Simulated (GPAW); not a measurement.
The system is CdS (Hawleyite).

```
CELL_PARAMETERS angstrom
0.00000 2.91650 2.91650
2.91650 0.00000 2.91650
2.91650 2.91650 0.00000
ATOMIC_POSITIONS crystal
Cd 0.00000 0.00000 0.00000
S 0.75000 0.75000 0.75000
```

Base run:

- Program: GPAW 26.7.0
- Functional: revPBE
- Potentials or basis: the program's PAW data sets (release 1.2.1) made for this functional
- Cutoff: 600 eV
- Basis: pw
- k mesh: 8 × 8 × 8
- Occupations: fermi-dirac, width 0.05 eV
- Spin: no spin polarisation

Its results: band gap on the k mesh 1.26 eV, direct; pressure 4.2 GPa.

Question: The run is repeated on the same cell with these changes: functional from revPBE to LDA; band points from 100 to 80. What comes out?

Answer: Band gap on the k mesh 0.85 eV, direct; pressure -2.7 GPa.
